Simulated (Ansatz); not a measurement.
Relaxed CaF2 (fluorite):

```xyz
6
Lattice="0.0000 5.5110 5.5110 2.7555 2.7555 5.5110 2.7555 2.7555 0.0000" Properties=species:S:1:pos:R:3 pbc="T T T"
Ca     0.0000     0.0000     0.0000
Ca     2.7555     5.5110     2.7555
F      1.3777     1.3777     1.3777
F      1.3777     4.1332     4.1332
F      4.1332     4.1332     4.1332
F      4.1332     6.8887     6.8887
```

A phonon eigenvector at X = (0.5, 0.5, 0.0) is frozen into this cell: atom i moves by Q times the vector below, so Q is the largest atomic displacement, in Å. The cell is held. It is one choice among 2 degenerate patterns. (q is in reciprocal vectors of the primitive cell; the cell shown is doubled to hold the pattern.)

```csv
atom,x,y,z
Ca1,0.146,0.000,0.000
Ca2,-0.146,0.000,0.000
F3,0.000,-1.000,0.000
F4,0.000,1.000,0.000
F5,0.000,-1.000,0.000
F6,0.000,1.000,0.000
```

These are PBE (plane waves to 420 eV, PAW, scalar-relativistic; Ansatz, an electronic-structure program) values and carry that method's errors. k mesh 10×10×10 (Γ-centred), Fermi-Dirac smearing 0.05 eV. E stands for the smeared free energy. CaF2 was relaxed with its symmetry unable to fall. ΔE is measured from the undisplaced structure.

| Q (Å) | ΔE (meV/cell) |
|---|---|
| -0.180 | 492 |
| -0.120 | 210 |
| -0.060 | 51 |
| 0.000 | 0 |
| 0.060 | 51 |
| 0.120 | 210 |
| 0.180 | 492 |

Problem. Which DFPT wavenumber at X = (0.5, 0.5, 0.0) belongs to this mode?
(A) 176 cm⁻¹
(B) 112 cm⁻¹
(C) 315 cm⁻¹
(D) 377 cm⁻¹

Solution. C, 315 cm⁻¹. The curvature of the scan gives 315 cm⁻¹

(For displaced atoms, the force is minus the slope of the energy, and its curvature is a force constant, which sets phonon frequencies.)
